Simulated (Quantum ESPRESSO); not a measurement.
NaF (Villiaumite) under changes of volume

One of the cells (12.487 Å³/atom); the others are scaled copies at fixed shape and fractional positions:

```xyz
2
Lattice="0.0000 2.3200 2.3200 2.3200 0.0000 2.3200 2.3200 2.3200 0.0000" Properties=species:S:1:pos:R:3 pbc="T T T"
Na    0.0000    0.0000    0.0000
F     2.3200    2.3200    2.3200
```

```yaml
Program: Quantum ESPRESSO 7.5
Functional: PBE
Potentials_or_basis: SSSP 1.3 efficiency PBE
Cutoff: 748 eV
Density_cutoff: 5987 eV
k_mesh: 10 × 10 × 10
Occupations: fermi-dirac, width 0.05 eV
Spin: no spin polarisation
```

| volume (Å³/atom) | energy over the lowest point (meV/atom) | pressure (GPa) | gap on the mesh (eV) |
| --- | --- | --- | --- |
| 11.738 | 24.96 | 6.4 | 6.62 |
| 11.988 | 16.07 | 5.0 | 6.50 |
| 12.237 | ? | ? | ? |
| 12.487 | 4.57 | 2.5 | 6.27 |
| 12.737 | 1.53 | 1.4 | 6.17 |
| 12.987 | 0.06 | 0.5 | 6.07 |
| 13.236 | 0.00 | -0.4 | 5.97 |

What does the run at 12.237 Å³/atom give?

Energy over the lowest point 9.35 meV/atom; pressure 3.6 GPa; gap on the mesh 6.38 eV.

Worked out: A Birch-Murnaghan fit of order 3 (a polynomial in V^(-2/3)) to the other rows has its minimum at 13.12 Å³/atom with B0 = V·E''(V) = 45 GPa and B' = 4.5. It gives 9.36 meV/atom at 12.237 Å³/atom, against the run's 9.35, and -dE/dV = 3.7 GPa, against 3.6. A straight line through the other rows of the gap, of slope -5.41 eV per unit of ln V (its deformation potential), gives 6.39 eV, against the run's 6.38.

Energies are extrapolated to zero smearing.

A mesh can miss the band edges.
